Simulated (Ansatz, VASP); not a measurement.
**NaF: VASP beside Ansatz**

Contents of POSCAR:

```
NaF
1.0
    2.7364592942      0.0000000000      0.0000000000
    0.0000000000      2.7364592942      0.0000000000
    0.0000000000      0.0000000000      2.7364592942
Na F
1 1
Direct
    0.0000000000      0.0000000000      0.0000000000
    0.5000000000      0.5000000000      0.5000000000
```

The input INCAR.step1:

```
SYSTEM = NaF
ALGO = Normal
EDIFF = 1E-4
ENCUT = 520
GGA = PE
ISMEAR = 0
LASPH = .TRUE.
LCHARG = .FALSE.
LREAL = .FALSE.
LWAVE = .TRUE.
NBANDS = 14
NELM = 80
PREC = Accurate
SIGMA = 0.01
```

Contents of INCAR.step2:

```
SYSTEM = NaF
ALGO = Normal
EDIFF = 1E-6
ENCUT = 520
ISIF = 2
ISMEAR = 0
ISTART = 1
LASPH = .TRUE.
LCHARG = .TRUE.
LELF = .TRUE.
LMIXTAU = .TRUE.
LREAL = .FALSE.
LVHAR = .TRUE.
LWAVE = .FALSE.
METAGGA = R2SCAN
NBANDS = 14
NELM = 80
PREC = Accurate
SIGMA = 0.01
```

The input KPOINTS:

```
k-points
0
G
  8 8 8
  0 0 0
```

Input for Ansatz:

```yaml
crystal:
  lattice:
    - [2.7364592942, 0.0, 0.0]
    - [0.0, 2.7364592942, 0.0]
    - [0.0, 0.0, 2.7364592942]
  atoms:
    - { symbol: Na, position: [0.0, 0.0, 0.0] }
    - { symbol: F, position: [0.5, 0.5, 0.5] }
kpoints:
  mp_grid: { grid: [8, 8, 8] }
hamiltonian:
  xc: r2scan
scf:
  occupations: { method: fixed }
  n_extra_bands: 4
output:
  forces: true
  stress: true
  eigenvalues: true
```

Alike in both runs: task single point; functional r2SCAN; k mesh 8 × 8 × 8; no spin polarisation.

|  | VASP | Ansatz |
| --- | --- | --- |
| version | VASP 6.6.1 | Ansatz 0.2.0 |
| potentials or method | VASP PAW PBE potentials, release 64 (Na_pv, F) | plane waves, PAW |
| plane-wave cutoff (eV) | 520 | 500 |
| occupations | gaussian, width 0.01 eV | fixed |
| valence electrons in the cell | 14 | 16 |

|  | VASP | Ansatz | Ansatz less VASP |
| --- | --- | --- | --- |
| gap on the k mesh at the Fermi level (eV) | 7.57 | 7.50 | -0.062 |
| pressure (GPa) | 3.3 | 4.3 | +0.93 |

The two sets of potentials don't hold the same shells in valence.

Caveats: the PAW data sets were made with another functional, which shifts forces and pressure a little (VASP). A k mesh can miss the band edges. r2SCAN opens gaps a little over a GGA but as a rule still falls short of measured ones.
